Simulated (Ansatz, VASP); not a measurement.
## Two plane-wave programs on InO3

```
CELL_PARAMETERS angstrom
3.48020 0.00000 0.00000
0.00000 3.48020 0.00000
0.00000 0.00000 3.48020
ATOMIC_POSITIONS crystal
In 0.00000 0.00000 0.00000
O 0.00000 0.50000 0.50000
O 0.50000 0.00000 0.50000
O 0.50000 0.50000 0.00000
```

Alike in both runs: functional PBE; k mesh 6 × 6 × 6; occupations gaussian, width 0.1 eV; collinear spin.

Ansatz relaxed the structure, and its values are those at the end. VASP's run is a single point on that final structure, the one shown.

|  | VASP | Ansatz |
| --- | --- | --- |
| version | VASP 6.6.1 | Ansatz 0.2.0 |
| potentials or method | VASP PAW PBE potentials, release 64 (In_d, O) | scalar-relativistic, plane waves, PAW |
| plane-wave cutoff (eV) | 520 | 420 |
| valence electrons in the cell | 31 | 31 |

Ansatz gave:

- gap on the k mesh at the Fermi level (eV): none
- pressure (GPa): 0.0
- net moment per atom (μB): 0.75
- size of the moment on the site where the two differ most (μB): 1.02

Task: Which values does VASP return?

Result: gap on the k mesh at the Fermi level (eV): none; pressure (GPa): 0.0; net moment per atom (μB): 0.75; size of the moment on the site where the two differ most (μB): 0.90.

Site moments also hang on the region over which each program counts them. A gap of «none» marks a metal or a gap that the smearing closes.
